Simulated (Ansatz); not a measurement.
# TiC: the cost of one run

Computed with Ansatz 0.2.0 (DFT PBE, scalar-relativistic, plane waves, PAW, unless a step's input says otherwise).

3 further runs of the same task are left out: 1 that didn't finish, 2 set aside as unsound or not needed.

## Step 1: Starting point

The structure is cubic, space group Fm-3m (No. 225). Conventional cell: a = 4.333 Å, b = 4.333 Å, c = 4.333 Å, α = 90.00°, β = 90.00°, γ = 90.00°. Ti (site symmetry m-3m) is surrounded by 6 C at 2.17 Å. C (site symmetry m-3m) has 6 Ti at 2.17 Å as nearest neighbours.

Structure file:

```xyz
8
Lattice="4.3329 0.0000 0.0000 0.0000 -4.3329 0.0000 0.0000 0.0000 -4.3329" Properties=species:S:1:pos:R:3 pbc="T T T"
Ti    0.0000   -4.3329   -4.3329
Ti    2.1665   -2.1665   -4.3329
Ti    2.1665   -4.3329   -2.1665
Ti    0.0000   -2.1665   -2.1665
C     2.1665    0.0000    0.0000
C     0.0000   -2.1665    0.0000
C     0.0000    0.0000   -2.1665
C     2.1665   -2.1665   -2.1665
```

It is built from the cell relaxed beforehand with the same method (10.17 Å³/atom).

## Step 2: Zero of the scan

File input.yaml:

```yaml
crystal:
  lattice:
    - [4.3329230482, 0.0, 0.0]
    - [0.0, -4.3329230482, 0.0]
    - [0.0, 0.0, -4.3329230482]
  atoms:
    - { symbol: Ti, position: [0.0, 1.0, 1.0] }
    - { symbol: Ti, position: [0.5, 0.5, 1.0] }
    - { symbol: Ti, position: [0.5, 1.0, 0.5] }
    - { symbol: Ti, position: [0.0, 0.5, 0.5] }
    - { symbol: C, position: [0.5, 0.0, 0.0] }
    - { symbol: C, position: [0.0, 0.5, 0.0] }
    - { symbol: C, position: [0.0, 0.0, 0.5] }
    - { symbol: C, position: [0.5, 0.5, 0.5] }
basis:
  ecutwfc: 420
kpoints:
  mp_grid: { grid: [14, 14, 14] }
hamiltonian:
  xc: pbe
scf:
  occupations: { method: gaussian, width: 0.15 }
output:
  forces: true
  stress: true
  eigenvalues: true
```

On the command line:

```bash
$ ansatz run input.yaml --threads 1 --pin off --max-ram 2560MiB --backend cpu --events-out ev --progress --plain --runs-dir out
```

What time and memory should one allow on 1 thread of Intel Xeon 6975P-C (Granite Rapids), shared host?

About 10 s, with a peak of 0.59 GiB.
